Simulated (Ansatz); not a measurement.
Computed with Ansatz 0.2.0, DFT PBE, scalar-relativistic, plane waves, PAW. Settings: cutoff 420 eV, Γ-centred meshes spaced at most about 0.3 Å⁻¹ (2π included), Gaussian smearing. No spin polarisation in the final relaxations.

All energies are static (0 K, no zero-point motion).

Two relaxed structures of LiH:

1.

```
CELL_PARAMETERS angstrom
2.75187 0.00000 0.00000
0.00000 2.80817 0.00000
-1.12367 0.00000 5.01242
ATOMIC_POSITIONS crystal
Li 0.00000 0.00000 0.00000
Li 0.50000 0.50000 0.50000
H 0.62113 0.00000 0.26214
H 0.37887 0.00000 0.73786
```

2.

```
CELL_PARAMETERS angstrom
0.00000 2.14418 2.14418
2.14418 0.00000 2.14418
2.14418 2.14418 0.00000
ATOMIC_POSITIONS crystal
Li 0.00000 0.00000 0.00000
H 0.75000 0.75000 0.75000
```

Question: Which would you expect to be lower, and how large is the difference?

Answer: Cell 2 is lower, by 140 meV/atom. Cell 1 has space group P2/m (No. 10), 9.7 Å³/atom and a gap of 0.26 eV on its mesh; cell 2 has the zinc blende type, space group F-43m (No. 216), 9.9 Å³/atom and a gap of 4.24 eV. Counting H atoms around Li (those within 1.25 times the shortest such distance or 1.15 times the sum of covalent radii), cell 1 and cell 2 both have Li 4. Both come from invented guesses. The part of the Crystallography Open Database at hand lists LiH in space group No. 225, which no cell shown has.

Kohn–Sham gaps at this level usually fall short of measured ones. With hydrogen, zero-point motion can shift such differences by 10 meV/atom or more. Cells relaxed within their symmetry can be saddle points.
